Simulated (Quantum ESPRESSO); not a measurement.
# PbS (Galena) (Fm-3m) in Quantum ESPRESSO: a series of runs

One crystal, PbS (Galena), is run at these levels: LDA, PBE; tasks: dielectric tensor.

All numbers are computed with Quantum ESPRESSO 7.5; they aren't measurements. Logs are shortened: lines on timing, memory, paths and dates and some standing lists are left out, and cuts for length are marked.

**Measured values to compare with.**

A printed reference work, monograph reports, for a bulk crystal of PbS at 300 K: high-frequency dielectric constant 17.2.

The runs below are set against these values where they give the same quantity.

## Step 1: The structure

It takes space group Fm-3m (No. 225, cubic). The conventional cell has a = 5.931 Å, b = 5.931 Å, c = 5.931 Å, α = 90.00°, β = 90.00°, γ = 90.00°. Pb (site symmetry m-3m) has 6 S at 2.97 Å as nearest neighbours. S (site symmetry m-3m) has 6 Pb at 2.97 Å as nearest neighbours.

## Step 2: Dielectric tensor, LDA

Contents of pw.in:

```
&CONTROL
  calculation = 'scf'
  prefix = 'pwscf'
  outdir = './tmp'
  pseudo_dir = './pseudo'
  tprnfor = .true.
  tstress = .true.
  disk_io = 'low'
/
&SYSTEM
  ibrav = 0
  nat = 2
  ntyp = 2
  ecutwfc = 56
  nbnd = 16
  occupations = 'smearing'
  smearing = 'fd'
  degauss = 0.00367493
/
&ELECTRONS
  conv_thr = 4d-10
  electron_maxstep = 120
  mixing_beta = 0.5
/
ATOMIC_SPECIES
Pb   207.2000 Pb.upf
S     32.0600 S.upf
CELL_PARAMETERS angstrom
   0.0000000000    2.9657500000    2.9657500000
   2.9657500000    0.0000000000    2.9657500000
   2.9657500000    2.9657500000    0.0000000000
ATOMIC_POSITIONS angstrom
Pb     0.0000000000    0.0000000000    0.0000000000
S      2.9657500000    2.9657500000    2.9657500000
K_POINTS automatic
8 8 8 1 1 1
```

Contents of gamma.in:

```
&CONTROL
  calculation = 'bands'
  prefix = 'pwscf'
  outdir = './tmp'
  pseudo_dir = './pseudo'
  disk_io = 'low'
  verbosity = 'high'
/
&SYSTEM
  ibrav = 0
  nat = 2
  ntyp = 2
  ecutwfc = 56
  nbnd = 16
  occupations = 'smearing'
  smearing = 'fd'
  degauss = 0.00367493
/
&ELECTRONS
  conv_thr = 1d-08
  electron_maxstep = 120
  mixing_beta = 0.5
  diago_full_acc = .true.
  startingwfc = 'random'
/
ATOMIC_SPECIES
Pb   207.2000 Pb.upf
S     32.0600 S.upf
CELL_PARAMETERS angstrom
   0.0000000000    2.9657500000    2.9657500000
   2.9657500000    0.0000000000    2.9657500000
   2.9657500000    2.9657500000    0.0000000000
ATOMIC_POSITIONS angstrom
Pb     0.0000000000    0.0000000000    0.0000000000
S      2.9657500000    2.9657500000    2.9657500000
K_POINTS crystal
1
0.0 0.0 0.0 1
```

Contents of scf2.in:

```
&CONTROL
  calculation = 'scf'
  prefix = 'pwscf'
  outdir = './tmp'
  pseudo_dir = './pseudo'
  tprnfor = .true.
  tstress = .true.
  disk_io = 'low'
/
&SYSTEM
  ibrav = 0
  nat = 2
  ntyp = 2
  ecutwfc = 56
  nbnd = 16
  occupations = 'fixed'
/
&ELECTRONS
  conv_thr = 1d-13
  electron_maxstep = 120
  mixing_beta = 0.5
  startingpot = 'file'
/
ATOMIC_SPECIES
Pb   207.2000 Pb.upf
S     32.0600 S.upf
CELL_PARAMETERS angstrom
   0.0000000000    2.9657500000    2.9657500000
   2.9657500000    0.0000000000    2.9657500000
   2.9657500000    2.9657500000    0.0000000000
ATOMIC_POSITIONS angstrom
Pb     0.0000000000    0.0000000000    0.0000000000
S      2.9657500000    2.9657500000    2.9657500000
K_POINTS automatic
8 8 8 1 1 1
```

Contents of ph.in:

```
dielectric of PbS
&INPUTPH
  prefix = 'pwscf'
  outdir = './tmp'
  tr2_ph = 1d-18
  fildyn = 'dyn'
  niter_ph = 90
  alpha_mix(1) = 0.7
  epsil = .true.
  trans = .false.
  zeu = .true.
/
0.0000000000 0.0000000000 0.0000000000
```

Potentials or basis: PseudoDojo 0.4.1 SR LDA standard.

Launch:

```bash
> OMP_NUM_THREADS=1 pw.x -in pw.in > pw.out
> OMP_NUM_THREADS=1 pw.x -in gamma.in > gamma.out
> OMP_NUM_THREADS=1 pw.x -in scf2.in > scf2.out
> OMP_NUM_THREADS=1 ph.x -in ph.in > ph.out
```

pw.out:

```text
This program is part of the open-source Quantum ESPRESSO suite
     for quantum simulation of materials; please cite
[... 9 lines left out ...]
     --------------------
     sticks:   dense  smooth     PW     G-vecs:    dense   smooth      PW
     Sum         955     955    301                19891    19891    3479

     Using Slab Decomposition

     bravais-lattice index     =            0
     lattice parameter (alat)  =       7.9259  a.u.
     unit-cell volume          =     352.0710 (a.u.)^3
     number of atoms/cell      =            2
     number of atomic types    =            2
     number of electrons       =        20.00
     number of Kohn-Sham states=           16
     kinetic-energy cutoff     =      56.0000  Ry
     charge density cutoff     =     224.0000  Ry
     scf convergence threshold =      4.0E-10
     mixing beta               =       0.5000
     number of iterations used =            8  plain     mixing
     Exchange-correlation= SLA  PW   NOGX NOGC
                           (   1   4   0   0   0   0   0)

     celldm(1)=   7.925897  celldm(2)=   0.000000  celldm(3)=   0.000000
     celldm(4)=   0.000000  celldm(5)=   0.000000  celldm(6)=   0.000000

[... 8 lines left out ...]
               b(3) = (  0.707107  0.707107 -0.707107 )

     PseudoPot. # 1 for Pb read from file:
     Pb.upf
     Pseudo is Norm-conserving + core correction, Zval = 14.0
     Generated using ONCVPSP code by D. R. Hamann
     Using radial grid of 1638 points,  6 beta functions with:
                l(1) =   0
                l(2) =   0
                l(3) =   1
                l(4) =   1
                l(5) =   2
                l(6) =   2

     PseudoPot. # 2 for S  read from file:
     S.upf
     Pseudo is Norm-conserving + core correction, Zval =  6.0
     Generated using ONCVPSP code by D. R. Hamann
     Using radial grid of 1132 points,  6 beta functions with:
                l(1) =   0
                l(2) =   0
                l(3) =   1
                l(4) =   1
                l(5) =   2
                l(6) =   2

     atomic species   valence    mass     pseudopotential
     Pb               14.00   207.20000     Pb( 1.00)
     S                 6.00    32.06000     S ( 1.00)

     48 Sym. Ops., with inversion, found

   Cartesian axes

     site n.     atom                  positions (alat units)
         1        Pb     tau(   1) = (   0.0000000   0.0000000   0.0000000  )
         2        S      tau(   2) = (   0.7071068   0.7071068   0.7071068  )

     number of k points=    60  Fermi-Dirac smearing, width (Ry)=  0.0037
                       cart. coord. in units 2pi/alat
        k(    1) = (   0.0441942   0.0441942   0.0441942), wk =   0.0078125
        k(    2) = (   0.1325825   0.1325825  -0.0441942), wk =   0.0234375
        k(    3) = (   0.2209709   0.2209709  -0.1325825), wk =   0.0234375
        k(    4) = (   0.3093592   0.3093592  -0.2209709), wk =   0.0234375
        k(    5) = (  -0.3093592  -0.3093592   0.3977476), wk =   0.0234375
        k(    6) = (  -0.2209709  -0.2209709   0.3093592), wk =   0.0234375
[... 52 lines left out ...]
        k(   59) = (   0.3093592   0.3093592   0.3093592), wk =   0.0078125
        k(   60) = (  -0.3093592  -0.3093592   0.9280777), wk =   0.0234375

     Dense  grid:    19891 G-vectors     FFT dimensions: (  40,  40,  40)

     Initial potential from superposition of free atoms

     starting charge      19.9983, renormalised to      20.0000
     Starting wfcs are   13 randomized atomic wfcs +    3 random wfcs

     Self-consistent Calculation

     iteration #  1     ecut=    56.00 Ry     beta= 0.50
     Davidson diagonalization with overlap
     ethr =  1.00E-02,  avg # of iterations =  5.7

     Threshold (ethr) on eigenvalues was too large:
     Diagonalizing with lowered threshold

     Davidson diagonalization with overlap
     ethr =  5.77E-04,  avg # of iterations =  1.8

     total energy              =    -162.68236785 Ry
     estimated scf accuracy    <       0.11210197 Ry

     iteration #  2     ecut=    56.00 Ry     beta= 0.50
     Davidson diagonalization with overlap
     ethr =  5.61E-04,  avg # of iterations =  2.4

     total energy              =    -162.71312684 Ry
     estimated scf accuracy    <       0.01860031 Ry

     iteration #  3     ecut=    56.00 Ry     beta= 0.50
     Davidson diagonalization with overlap
     ethr =  9.30E-05,  avg # of iterations =  3.8

     total energy              =    -162.71644168 Ry
     estimated scf accuracy    <       0.00085807 Ry

     iteration #  4     ecut=    56.00 Ry     beta= 0.50
     Davidson diagonalization with overlap
     ethr =  4.29E-06,  avg # of iterations =  6.7

     total energy              =    -162.71650253 Ry
     estimated scf accuracy    <       0.00001727 Ry

     iteration #  5     ecut=    56.00 Ry     beta= 0.50
     Davidson diagonalization with overlap
     ethr =  8.63E-08,  avg # of iterations =  2.1
[... 15 lines left out ...]
     total energy              =    -162.71650104 Ry
     estimated scf accuracy    <       0.00000047 Ry

     iteration #  8     ecut=    56.00 Ry     beta= 0.50
     Davidson diagonalization with overlap
     ethr =  2.37E-09,  avg # of iterations =  2.0

     total energy              =    -162.71650108 Ry
     estimated scf accuracy    <       0.00000002 Ry

     iteration #  9     ecut=    56.00 Ry     beta= 0.50
     Davidson diagonalization with overlap
     ethr =  8.51E-11,  avg # of iterations =  2.3

     total energy              =    -162.71650108 Ry
     estimated scf accuracy    <          1.8E-09 Ry

     iteration # 10     ecut=    56.00 Ry     beta= 0.50
     Davidson diagonalization with overlap
     ethr =  9.04E-12,  avg # of iterations =  2.0

     End of self-consistent calculation

          k = 0.0442 0.0442 0.0442 (  2505 PWs)   bands (ev):

    -8.3176  -8.3167  -8.3167  -8.3085  -8.3085  -5.1488   2.1329   6.2661
     6.2661   6.3443  13.0520  13.2218  13.2218  15.0281  15.1429  15.1429

          k = 0.1326 0.1326-0.0442 (  2520 PWs)   bands (ev):

    -8.3176  -8.3168  -8.3166  -8.3095  -8.3012  -4.9684   1.6057   6.0601
     6.4407   6.8386  11.6583  12.1592  12.7921  15.0481  15.3191  15.9576

          k = 0.2210 0.2210-0.1326 (  2498 PWs)   bands (ev):

    -8.3285  -8.3277  -8.3153  -8.2930  -8.2857  -4.5562   0.6586   6.0377
     6.6147   7.4782  10.1549  11.0257  11.8401  15.2575  16.1269  17.0291

          k = 0.3094 0.3094-0.2210 (  2486 PWs)   bands (ev):

    -8.3395  -8.3375  -8.3140  -8.2760  -8.2732  -4.0645  -0.2306   6.1835
     6.6781   7.9784   9.1117  10.3686  11.0148  16.1235  17.3862  18.3168

          k =-0.3094-0.3094 0.3977 (  2496 PWs)   bands (ev):

    -8.3448  -8.3387  -8.3138  -8.2718  -8.2684  -3.8752  -0.5273   6.3914
     6.5477   8.0168   8.9164  10.3909  10.5991  16.6980  18.4129  18.5413

          k =-0.2210-0.2210 0.3094 (  2490 PWs)   bands (ev):

    -8.3403  -8.3314  -8.3147  -8.2824  -8.2746  -4.2185   0.0336   6.3271
     6.4477   7.7304   9.4559  10.8489  11.0183  15.5987  17.2051  17.7552
[... 86 lines left out ...]
          k = 0.0442-0.4861 0.5745 (  2489 PWs)   bands (ev):

    -8.4228  -8.3200  -8.3019  -8.2764  -8.2609  -3.4653   0.2641   3.6768
     5.0736   6.3056  11.3789  12.4610  13.2753  14.7345  18.1969  19.5460

          k = 0.1326-0.3977 0.4861 (  2491 PWs)   bands (ev):

    -8.3804  -8.3220  -8.3032  -8.2872  -8.2683  -3.6511  -0.1876   4.6524
     5.7094   7.1412  10.0797  11.4834  12.5042  16.1798  17.1382  18.5321

          k = 0.2210-0.3094 0.3977 (  2484 PWs)   bands (ev):

    -8.3502  -8.3343  -8.3118  -8.2774  -8.2696  -3.8973  -0.3661   5.9075
     6.4141   7.7172   9.2592  10.6106  11.2727  16.2243  17.9238  18.6448

          k =-0.6629 0.0442 0.0442 (  2480 PWs)   bands (ev):

    -8.4613  -8.3426  -8.2830  -8.2565  -8.2557  -3.4741   0.9551   3.2702
     4.9944   5.0350  12.1805  13.7165  13.7970  13.9164  19.5600  20.2878

          k =-0.5745 0.1326-0.0442 (  2484 PWs)   bands (ev):

    -8.4348  -8.3346  -8.2921  -8.2658  -8.2604  -3.6217   0.6157   3.9733
     4.9326   5.6686  12.2110  12.6515  13.2419  14.1514  19.4843  19.6381

          k =-0.4861 0.2210-0.1326 (  2484 PWs)   bands (ev):

    -8.3869  -8.3182  -8.3129  -8.2806  -8.2662  -3.7984   0.0731   5.0179
     5.4341   6.6349  10.6894  11.9545  12.3423  14.8181  18.5336  19.1522

          k =-0.4861 0.0442 0.0442 (  2484 PWs)   bands (ev):

    -8.4165  -8.3371  -8.2898  -8.2701  -8.2683  -3.9436   0.7903   4.8749
     5.2507   5.3396  12.1319  12.4778  13.3937  13.5843  18.8400  19.2951

          k =-0.3977 0.1326-0.0442 (  2496 PWs)   bands (ev):

    -8.3761  -8.3273  -8.3047  -8.2823  -8.2757  -4.2255   0.6665   5.3246
     5.7489   6.4385  10.8469  12.2813  12.5676  14.0540  18.1964  18.5065

          k =-0.3094 0.0442 0.0442 (  2507 PWs)   bands (ev):

    -8.3517  -8.3273  -8.3021  -8.2934  -8.2892  -4.6116   1.1409   5.7298
     5.7463   7.1338  10.3725  12.7649  12.9826  13.6019  17.4513  17.5638

          k = 0.1326 0.1326 0.1326 (  2517 PWs)   bands (ev):

    -8.3202  -8.3202  -8.3164  -8.3007  -8.3007  -4.8825   1.3556   6.3487
     6.3487   6.8812  11.4002  12.0757  12.0757  14.9730  15.7817  15.7817

          k = 0.2210 0.2210 0.0442 (  2504 PWs)   bands (ev):

    -8.3261  -8.3239  -8.3153  -8.3012  -8.2881  -4.6283   0.8917   5.6299
     6.6731   7.5304  10.2321  11.0967  12.4426  15.5277  15.7084  17.2113

          k = 0.3094 0.3094-0.0442 (  2493 PWs)   bands (ev):

    -8.3440  -8.3272  -8.3090  -8.2898  -8.2828  -4.1872   0.2704   5.0476
     6.6854   7.8484   9.4907  10.6126  12.4132  16.3045  16.3337  18.6663

          k =-0.3094-0.3094 0.5745 (  2490 PWs)   bands (ev):

    -8.3643  -8.3274  -8.3049  -8.2832  -8.2739  -3.7782  -0.2334   4.9134
     6.3464   7.2871   9.8080  10.7956  12.2743  16.6561  17.4758  17.5663

          k =-0.2210-0.2210 0.4861 (  2487 PWs)   bands (ev):
[... 99 lines left out ...]
          k =-0.1326-0.3094 0.7513 (  2495 PWs)   bands (ev):

    -8.4084  -8.3129  -8.3028  -8.2915  -8.2610  -3.4863   0.1222   3.9589
     4.7475   7.1654  10.4421  12.4787  13.0091  15.7776  16.9894  19.6484

          k =-0.8397 0.2210 0.2210 (  2493 PWs)   bands (ev):

    -8.3942  -8.3141  -8.3113  -8.2816  -8.2661  -3.6049  -0.0749   4.3981
     5.8037   6.4199  10.8199  11.6795  12.7133  15.2707  18.2717  18.4239

          k = 0.3094 0.3094 0.3094 (  2482 PWs)   bands (ev):

    -8.3400  -8.3400  -8.3150  -8.2705  -8.2705  -3.9667  -0.4520   6.6332
     6.6332   8.1276   8.9099  10.3157  10.3157  16.5658  18.1683  18.1683

          k =-0.3094-0.3094 0.9281 (  2483 PWs)   bands (ev):

    -8.3539  -8.3339  -8.3103  -8.2766  -8.2699  -3.8109  -0.4364   5.6774
     6.4413   7.5693   9.3792  10.5755  11.4579  16.5785  17.9662  18.0846

     the Fermi energy is     8.4967 ev

!    total energy              =    -162.71650108 Ry
     estimated scf accuracy    <          3.2E-11 Ry
     smearing contrib. (-TS)   =      -0.00000051 Ry
     internal energy E=F+TS    =    -162.71650057 Ry

     The total energy is F=E-TS. E is the sum of the following terms:
     one-electron contribution =     -36.07670936 Ry
     hartree contribution      =      30.38369194 Ry
     xc contribution           =     -45.79383907 Ry
     ewald contribution        =    -111.22964409 Ry

     convergence has been achieved in  10 iterations

     Forces acting on atoms (cartesian axes, Ry/au):

     atom    1 type  1   force =    -0.00000000    0.00000000   -0.00000000
     atom    2 type  2   force =     0.00000000   -0.00000000    0.00000000

     Total force =     0.000000     Total SCF correction =     0.000000

     Computing stress (Cartesian axis) and pressure

          total   stress  (Ry/bohr**3)                   (kbar)     P=      -25.81
  -0.00017545   0.00000000   0.00000000          -25.81        0.00        0.00
   0.00000000  -0.00017545   0.00000000            0.00      -25.81        0.00
   0.00000000   0.00000000  -0.00017545            0.00        0.00      -25.81

=------------------------------------------------------------------------------=
   JOB DONE.
=------------------------------------------------------------------------------=
```

It took 3.5 min on 1 thread of Intel Xeon 6975P-C (Granite Rapids), shared host; peak memory 0.08 GiB.

What came out:

```
Free energy                             : -2213.8708 eV
Pressure                                : -2.6 GPa
Electronic dielectric tensor (diagonal) : 18.09
Born charges (mean of the diagonal)     : Pb +4.55; S -4.54 e
```

Levels at points of the mesh, in eV from the valence-band top:
```
           k point  band 6  band 7  band 8  band 9  band 10  band 11  band 12  band 13  band 14  band 15
(0.06, 0.06, 0.06)  -13.28   -5.99   -1.86   -1.86    -1.78     4.92     5.09     5.09     6.90     7.02
```

Electronic dielectric tensor:
```
18.09  0.00  0.00
 0.00 18.09  0.00
 0.00  0.00 18.09
```

Born effective charge tensors (e):
atom 1, Pb
```
4.55 0.00 0.00
0.00 4.55 0.00
0.00 0.00 4.55
```
atom 2, S
```
-4.54  0.00  0.00
 0.00 -4.54  0.00
 0.00  0.00 -4.54
```

(Continued in part 2 of 2.)
